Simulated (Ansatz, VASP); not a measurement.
**One calculation of Be, two programs**

POSCAR

```
Be
1.0
   -1.2339525565      1.2339525565      1.2339525565
    1.2339525565     -1.2339525565      1.2339525565
    1.2339525565      1.2339525565     -1.2339525565
Be
1
Direct
    0.0000000000      0.0000000000      0.0000000000
```

The input INCAR.step1:

```
SYSTEM = Be
  PREC = Accurate
  ENCUT = 520
  ISMEAR = -1
  SIGMA = 0.1
  LREAL = .False.
  LASPH = .True.
  NELM = 80
  NBANDS = 7
  GGA = PE
  ALGO = Normal
  EDIFF = 1E-4
  LWAVE = .True.
  LCHARG = .False.
```

The input INCAR.step2:

```
SYSTEM = Be
  PREC = Accurate
  ENCUT = 520
  EDIFF = 1E-7
  ISMEAR = -1
  SIGMA = 0.1
  LREAL = .False.
  LASPH = .True.
  NELM = 80
  ALGO = Normal
  ISIF = 2
  LWAVE = .False.
  LCHARG = .False.
  METAGGA = R2SCAN
  LMIXTAU = .True.
  NBANDS = 7
  ISTART = 1
```

The input KPOINTS:

```
regular mesh
0
Gamma
  20 20 20
  0 0 0
```

Input for Ansatz:

```yaml
crystal:
  lattice:
    - [-1.2339525565, 1.2339525565, 1.2339525565]
    - [1.2339525565, -1.2339525565, 1.2339525565]
    - [1.2339525565, 1.2339525565, -1.2339525565]
  atoms:
    - { symbol: Be, position: [0.0, 0.0, 0.0] }
hamiltonian:
  xc: r2scan
  pseudopotentials:
    kind: paw
    azcp:
      Be: "pseudopotentials/Be.paw.azcp"
basis:
  ecutwfc: 500
  fft_grid_basis: typed
kpoints:
  mp_grid: { grid: [20, 20, 20], shift: [0, 0, 0] }
magnetization:
  spin_polarized: false
scf:
  occupations: { method: fermi_dirac, width: 0.1 }
  lower_state_search: "off"
output:
  stress: true
```

Alike in both runs: task single point; functional r2SCAN; k mesh 20 × 20 × 20; occupations fermi-dirac, width 0.1 eV; no spin polarisation.

|  | VASP | Ansatz |
| --- | --- | --- |
| version | VASP 6.6.1 | Ansatz 0.2.0 |
| potentials or method | VASP PAW PBE potentials, release 64 (Be) | plane waves (500 eV) with PAW, scalar-relativistic |
| plane-wave cutoff (eV) | 520 | 500 |
| valence electrons in the cell | 2 | 2 |

Ansatz gave:

* pressure (GPa): 5.3

Problem. Estimate VASP's values.

Solution. Pressure (GPa): 5.5.

Caveats: the PAW data sets were made with another functional, which shifts forces and pressure a little (VASP).
